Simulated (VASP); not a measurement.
The system is Ta2N.

```
Ta N
1.0
     3.11286    0.00000    0.00000
    -1.55643    2.69582    0.00000
     0.00000    0.00000    4.86984
Ta N
2 1
Direct
  0.33333 0.66667 0.25471
  0.66667 0.33333 0.74529
  0.00000 0.00000 0.00000
```

The cell comes from a database or a generator and needn't be the stable form of this composition.

Base run:

```yaml
Program: VASP 6.6.1
Functional: PBEsol
Potentials_or_basis: VASP PAW PBE potentials, release 64 (Ta_pv, N)
Cutoff: 520 eV
k_mesh: 10 × 10 × 6
Occupations: gaussian, width 0.05 eV
Spin: no spin polarisation
```

Its results: band gap on the k mesh none (metal or under the smearing width); pressure -8.7 GPa; largest force 0.237 eV/Å.

Question: The run is repeated on the same cell with these changes: functional from PBEsol to LDA; potentials or basis from VASP PAW PBE potentials, release 64 (Ta_pv, N) to VASP PAW LDA potentials, release 54 (Ta_pv, N). What comes out?

Answer: Band gap on the k mesh none (metal or under the smearing width); pressure -13.3 GPa; largest force 0.398 eV/Å.

Caveats: the PAW data sets were made with another functional, which shifts forces and pressure a little (some runs).
